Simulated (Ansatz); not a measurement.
`CBOC(C)=O` + H₂S → `CBS` + `CC(=O)O`  (ligand exchange at a B–O bond)

Program: Ansatz. Geometries: PBE0-D4/def2-TZVP. ΔE: electronic, gas phase. CCSD(T)/CBS is the MP2 limit (def2-TZVPP, def2-QZVPP) plus CCSD(T) − MP2 in def2-TZVPP, frozen cores. This one scheme is used for every species. Functionals use def2-TZVPP. HSE06 is defined as in plane-wave codes. One conformer a species, not always the lowest.

CCSD(T)/CBS gives +0.17 eV.

(1) Another level gave +0.15 eV. Which?
A. BLYP-D4/def2-TZVPP
B. HSE06-D4/def2-TZVPP
C. HF/def2-TZVPP
D. BHLYP-D4/def2-TZVPP

Largest T1 diagnostic among the species: 0.015.

Answers

(1) A. BLYP-D4 0.15, HF/def2-TZVPP 0.30, BHLYP-D4 0.23, HSE06-D4 0.07 eV.

In def2-TZVPP, CCSD(T) changes the Hartree–Fock value by −0.12 eV (the triples alone add −0.03 eV) and MP2 by −0.16 eV. From PBE to PBE0 (25 % exact exchange), in def2-TZVPP and without D4, ΔE moves by +0.04 eV.

CCSD(T)/CBS has its own doubt, a few kJ/mol and more with outer-core shells, so smaller differences from it don't rank the levels.
